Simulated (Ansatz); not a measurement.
Space group I4/mmm (No. 139). a = 5.809 Å, b = 5.809 Å, c = 5.395 Å, α = 90.00°, β = 90.00°, γ = 90.00°
| atom | site | symmetry | x | y | z |
| --- | --- | --- | --- | --- | --- |
| Rb | 2a | 4/mmm | 0.0000 | 0.0000 | 0.0000 |

Equation of state of this Rb structure (not necessarily the ground state), with shape and atoms relaxed at each volume where symmetry leaves them free. It has no gap at any of these volumes. Theory: Ansatz, DFT PBE, scalar-relativistic, plane waves, PAW.

Settings: cutoff 420 eV, Γ-centred mesh 10×10×10 on the computed 1-atom cell, Gaussian smearing of 0.10 eV; no spin polarisation.

| V (Å³/atom) | E − E(largest V) (meV/atom) | P (GPa) |
| --- | --- | --- |
| 80.102 | 8.25 | 0.47 |
| 82.833 | 1.52 | 0.33 |
| 85.564 | -2.97 | 0.20 |
| 88.294 | -5.54 | 0.10 |
| 91.025 | -6.43 | 0.01 |
| 93.756 | -5.88 | -0.07 |
| 96.487 | -4.07 | -0.14 |
| 100.128 | 0.00 | -0.22 |

Fit a third-order Birch–Murnaghan equation to E(V).

V0 = 91.28 Å³/atom, B0 = 3 GPa, B0' = 3.8.

This form isn't the element's structure at ambient conditions.